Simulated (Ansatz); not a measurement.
Runs of Ansatz 0.2.0 on Te2Mo. The structure is hexagonal, space group P6_3/mmc (No. 194). The conventional cell has a = 3.518 Å, b = 3.518 Å, c = 13.974 Å, α = 90.00°, β = 90.00°, γ = 120.00°. Te (site symmetry 3m) has 3 Mo at 2.72 Å as nearest neighbours. Mo (site symmetry -6m2) is surrounded by 6 Te at 2.72 Å. 

| task | level | spin | cell | k mesh | cutoff (eV) | points for each segment of the path | gap on the mesh (eV) | pressure (GPa) | relaxed volume (Å³/atom) | largest force (eV/Å) |
| --- | --- | --- | --- | --- | --- | --- | --- | --- | --- | --- |
| relaxation of cell and atoms | revPBE | off | relaxed | 9 × 9 × 2 | 420 | - | (a) | 0.0 | (b) | - |
| band structure | RPBE | off | as given | 9 × 9 × 2 | 420 | 14 | 0.81 | 4.9 | - | 0.26 |
| band structure | BLYP | off | as given | 9 × 9 × 2 | 420 | 14 | 0.82 | 9.1 | - | 0.46 |
| relaxation of cell and atoms | PBEsol+D3(BJ) | off | relaxed | 9 × 9 × 2 | 420 | - | - | 0.0 | 22.70 | - |
| band structure | r2SCAN | SOC, no magnetisation | as given | 7 × 7 × 2 | 500 | 14 | 0.93 | 2.3 | - | 0.07 |

Alike in all rows: potentials or basis Ansatz PAW; smearing fermi-dirac 0.05 eV.

Question: Fill in the values left out.

Answer: (a) 1.03; (b) 36.58.

Caveats: the PAW data sets come from PBE, with cores solved anew for the run's functional, which leaves a small shift of forces and pressure; spin-orbit coupling is left out, which moves the levels of the heavy elements (some runs); the k mesh misses the band edges, so the gap on the mesh is wider than the one along the path (some runs); the plane-wave basis is chosen anew once the cell has moved, so the energies of steps on either side of that aren't comparable (some runs); this functional lacks dispersion, which binds the layers, so the pressure and a relaxed spacing across them are unreliable (some runs); the volume moved by over 15 % at a fixed basis, so the end points are rough (some runs); odd divisions of the mesh miss points on the zone boundary, where band edges often lie, so the gap on the mesh can be too wide (some runs).

A k mesh can miss the band edges, and rows without SOC leave out spin-orbit coupling on Mo, Te.

Runs at the PBE level aren't shown here.
